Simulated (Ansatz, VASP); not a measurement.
# Two plane-wave programs on SiC (Moissanite)

INCAR

```
ALGO = Normal
EDIFF = 1E-6
EDIFFG = -0.001
ENCUT = 600
GGA = PE
IBRION = 2
ISIF = 3
ISMEAR = 0
LASPH = True
LCHARG = False
LREAL = False
LWAVE = False
NELM = 100
NSW = 80
PREC = Accurate
SIGMA = 0.01
```

KPOINTS

```
k-points
0
Gamma
  12 12 6
```

Contents of POSCAR:

```
SiC
1.0
    3.0919867199      0.0000000000      0.0000000000
   -1.5459933600      2.6777390476      0.0000000000
    0.0000000000      0.0000000000      5.0737648109
Si C
2 2
Direct
    0.3333333333      0.6666666667      0.0045636685
    0.6666666667      0.3333333333      0.5045636685
    0.3333333333      0.6666666667      0.3804363315
    0.6666666667      0.3333333333      0.8804363315
```

Input for Ansatz:

```yaml
crystal:
  lattice:
    - [3.0919867199, 0.0, 0.0]
    - [-1.54599336, 2.6777390476, 0.0]
    - [0.0, 0.0, 5.0737648109]
  atoms:
    - { symbol: Si, position: [0.3333333333, 0.6666666667, 0.0045636685] }
    - { symbol: Si, position: [0.6666666667, 0.3333333333, 0.5045636685] }
    - { symbol: C, position: [0.3333333333, 0.6666666667, 0.3804363315] }
    - { symbol: C, position: [0.6666666667, 0.3333333333, 0.8804363315] }
basis:
  ecutwfc: 420
kpoints:
  mp_grid: { grid: [12, 12, 6] }
hamiltonian:
  xc: pbe
scf:
  occupations: { method: fixed }
output:
  forces: true
  stress: true
  eigenvalues: true
  write_density: true
  write_potential: true
  elf: true
  volumetric_format: npy
relax:
  adjacent_minimum: "off"
  f_tol: 0.001
  max_steps: 60
  cell: { stress_tol: 0.01 }
```

Alike in both runs: task relaxation of cell and atoms; functional PBE; k mesh 12 × 12 × 6; no spin polarisation.

|  | VASP | Ansatz |
| --- | --- | --- |
| version | VASP 6.6.1 | Ansatz 0.2.0 |
| potentials or method | VASP PAW PBE potentials, release 64 (Si, C) | scalar-relativistic, plane waves, PAW |
| plane-wave cutoff (eV) | 600 | 420 |
| occupations | gaussian, width 0.01 eV | fixed |
| valence electrons in the cell | 16 | 16 |

```tsv
	VASP	Ansatz	Ansatz less VASP
gap on the k mesh at the Fermi level, each at its own relaxed structure (eV)	2.30	2.31	+0.005
relaxed volume (Å³/atom)	10.49	10.50	+0.009
relaxed cell length with the largest relative difference (Å)	3.091	3.092	+0.0009
```

A k mesh can miss the band edges.
